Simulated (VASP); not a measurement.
A VASP 6.6.1 single-point calculation on TiO₂

INCAR

```
LDAUU = 5.0 0
PREC = Accurate
NBANDS = 19
SIGMA = 0.01
LDAUL = 2 -1
EDIFF = 1E-7
ISMEAR = 0
GGA = CA
LMAXMIX = 4
AMIX = 0.2
LCHARG = .FALSE.
NELM = 93
LDAU = .TRUE.
ENCUT = 250
ISIF = 2
BMIX = 0.0001
LDAUTYPE = 2
LWAVE = .FALSE.
LASPH = .TRUE.
IBRION = -1
LREAL = .FALSE.
LDAUJ = 0 0
NSW = 0
```

KPOINTS

```
KPOINTS created by Atomic Simulation Environment
0
Gamma
10 10 10
0 0 0
```

POSCAR

```
Ti O
 1.0000000000000000
     0.0000000000000000    2.3968272536098962    2.3968272536098962
     2.3968272536098962   -0.0000000000000000    2.3968272536098962
     2.3968272536098962    2.3968272536098962    0.0000000000000000
 Ti  O
   1   2
Cartesian
 -0.0000000000000000 -0.0000000000000000 -0.0000000000000000
  1.1984136268049479  1.1984136268049479  1.1984136268049479
  3.5952408804148437  3.5952408804148437  3.5952408804148437
```

The recommended LDA PAW datasets give the neutral cell 24 valence electrons.

Command

```
mpirun -np 1 vasp_std
```

**Question.** How does this run end, and what does it give?

**Answer.** It converged. Results: gap between bands v and c on the k mesh 2.00 eV; least direct gap on the k mesh 2.62 eV; pressure -122.0 GPa. Band v is the last that the valence electrons fill when counted band by band, and c is the next.

OSZICAR

```
N       E                     dE             d eps       ncg     rms          rms(c)
DAV:   1     0.159200490061E+03    0.15920E+03   -0.85357E+03  1827   0.937E+02
DAV:   2    -0.246526612576E+02   -0.18385E+03   -0.17603E+03  2016   0.308E+02
DAV:   3    -0.344513039886E+02   -0.97986E+01   -0.97473E+01  1987   0.788E+01
DAV:   4    -0.346673050704E+02   -0.21600E+00   -0.21552E+00  2368   0.112E+01
DAV:   5    -0.346722449623E+02   -0.49399E-02   -0.49395E-02  2051   0.148E+00    0.200E+01
DAV:   6    -0.278752803860E+02    0.67970E+01   -0.66893E+00  2055   0.369E+01    0.117E+01
DAV:   7    -0.264808888175E+02    0.13944E+01   -0.10132E+01  2289   0.323E+01    0.705E+00
DAV:   8    -0.276722040236E+02   -0.11913E+01   -0.14545E+01  2200   0.360E+01    0.984E+00
DAV:   9    -0.261115534490E+02    0.15607E+01   -0.57084E+00  1933   0.267E+01    0.177E+00
DAV:  10    -0.261805604438E+02   -0.69007E-01   -0.27552E-01  2063   0.356E+00    0.260E+00
DAV:  11    -0.261123810190E+02    0.68179E-01   -0.10848E-01  1969   0.338E+00    0.136E+00
DAV:  12    -0.260874319736E+02    0.24949E-01   -0.18569E-01  2156   0.393E+00    0.328E-01
DAV:  13    -0.260863910542E+02    0.10409E-02   -0.69545E-03  1974   0.812E-01    0.102E-01
DAV:  14    -0.260863543508E+02    0.36703E-04   -0.60871E-04  2188   0.197E-01    0.206E-02
DAV:  15    -0.260863648365E+02   -0.10486E-04   -0.52021E-05  1993   0.604E-02    0.278E-02
DAV:  16    -0.260863539706E+02    0.10866E-04   -0.29810E-05  2312   0.486E-02    0.801E-03
DAV:  17    -0.260863536565E+02    0.31412E-06   -0.62942E-06  2390   0.172E-02    0.226E-03
DAV:  18    -0.260863537103E+02   -0.53845E-07   -0.19176E-07  1641   0.381E-03
   1 F= -.26086354E+02 E0= -.26086354E+02  d E =-.299392E-74
```

For comparison, a separate LDA run of the intended cell, on usual settings and not on those above, gives a gap of 1.00 eV on its mesh and a pressure of -8.6 GPa.
